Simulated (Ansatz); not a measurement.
# In2Sb: convergence and cost

An exercise on one series of results from a longer session: the logs are not shown, and one member is left open.

Method: DFT PBEsol, scalar-relativistic, plane waves, PAW, in Ansatz 0.2.0.

## Starting point

Symmetry: P6_3/mmc, No. 194, hexagonal system. The conventional cell has a = 5.380 Å, b = 5.380 Å, c = 6.723 Å, α = 90.00°, β = 90.00°, γ = 120.00°. In (site symmetry -6m2) is surrounded by 5 Sb at 3.11 to 3.36 Å and 6 In at 3.53 Å. In (site symmetry -3m) has 8 In at 3.36 to 3.53 Å and 6 Sb at 3.53 Å in its first shell of neighbours. Sb (site symmetry -6m2) is surrounded by 11 In at 3.11 to 3.53 Å.

Coordinates:

```cif
data_structure
_symmetry_space_group_name_H-M 'P6_3/mmc'
_symmetry_Int_Tables_number 194
_cell_length_a 5.3799
_cell_length_b 5.3799
_cell_length_c 6.7226
_cell_angle_alpha 90.000
_cell_angle_beta 90.000
_cell_angle_gamma 120.000
_cell_volume 168.51
loop_
_atom_site_label
_atom_site_type_symbol
_atom_site_symmetry_multiplicity
_atom_site_Wyckoff_symbol
_atom_site_fract_x
_atom_site_fract_y
_atom_site_fract_z
_atom_site_occupancy
In1 In 2 d 0.66667 0.33333 0.25000 1
In2 In 2 a 0.00000 0.00000 0.50000 1
Sb1 Sb 2 c 0.66667 0.33333 0.75000 1
```

The structure comes from the Materials Project (structure only); it is used as listed.

## The base input

Contents of input.yaml:

```yaml
crystal:
  lattice:
    - [5.3799042018, 0.0, 0.0]
    - [-2.6899521009, 4.6591337087, 0.0]
    - [0.0, 0.0, 6.722552]
  atoms:
    - { symbol: In, position: [0.66666667, 0.33333333, 0.25] }
    - { symbol: In, position: [0.33333333, 0.66666667, 0.75] }
    - { symbol: In, position: [0.0, 0.0, 0.5] }
    - { symbol: In, position: [0.0, 0.0, 0.0] }
    - { symbol: Sb, position: [0.66666667, 0.33333333, 0.75] }
    - { symbol: Sb, position: [0.33333333, 0.66666667, 0.25] }
basis:
  ecutwfc: 420
kpoints:
  mp_grid: { grid: [12, 12, 6] }
hamiltonian:
  xc: pbesol
scf:
  occupations: { method: gaussian, width: 0.1 }
output:
  forces: true
  stress: true
  eigenvalues: true
  populations: true
```

Its results, from an earlier run: -5819.6187 eV/atom at zero smearing, pressure -2.56 GPa, largest force 0.000 eV/Å, no gap on the mesh, in 7 SCF cycles and 25 s.

The first run:

Contents of input.yaml:

```yaml
crystal:
  lattice:
    - [5.3799042018, 0.0, 0.0]
    - [-2.6899521009, 4.6591337087, 0.0]
    - [0.0, 0.0, 6.722552]
  atoms:
    - { symbol: In, position: [0.6666666667, 0.3333333333, 0.25] }
    - { symbol: In, position: [0.3333333333, 0.6666666667, 0.75] }
    - { symbol: In, position: [0.0, 0.0, 0.5] }
    - { symbol: In, position: [0.0, 0.0, 0.0] }
    - { symbol: Sb, position: [0.6666666667, 0.3333333333, 0.75] }
    - { symbol: Sb, position: [0.3333333333, 0.6666666667, 0.25] }
basis:
  ecutwfc: 420
kpoints:
  mp_grid: { grid: [1, 1, 1] }
hamiltonian:
  xc: pbesol
scf:
  occupations: { method: gaussian, width: 0.1 }
output:
  forces: true
  stress: true
  eigenvalues: true
```

Run with:

```console
$ ansatz run input.yaml --threads 1 --pin off --max-ram 2560MiB --backend cpu --events-out ev --progress --plain --runs-dir out
```

Steps of the session up to this table: K-point mesh: 1×1×1; K-point mesh set to 3×3×1; K-point mesh: 3×3×2; K-point mesh: 3×3×4; K-point mesh set to 6×6×4; K-point mesh set to 6×6×6; K-point mesh: 12×12×8; K-point mesh set to 12×12×10; K-point mesh set to 18×18×10; K-point mesh: 18×18×12.

One table of the session follows, with a row left open; its other results are not shown here.

It belongs to the step «The sweep of the k-point mesh side by side». 

```
    mesh  ΔE (meV/atom)
   1×1×1           1380
   3×3×1           -254
   3×3×2           59.9
   3×3×4           39.7
   6×6×4           17.8
   6×6×6           23.3
 12×12×6           3.22
 12×12×8           3.24
12×12×10              ?
18×18×10           0.47
18×18×12           0.00
```

**Question.** Estimate the row for 12×12×10.

**Answer.** ΔE (meV/atom): 3.38. In the column «ΔE (meV/atom)» it lies between 12×12×8 (3.24) and 6×6×4 (17.8).

Limits of these values: The error changes sign along the series, since a k mesh isn't variational, and a metal needs dense meshes to resolve its Fermi surface.
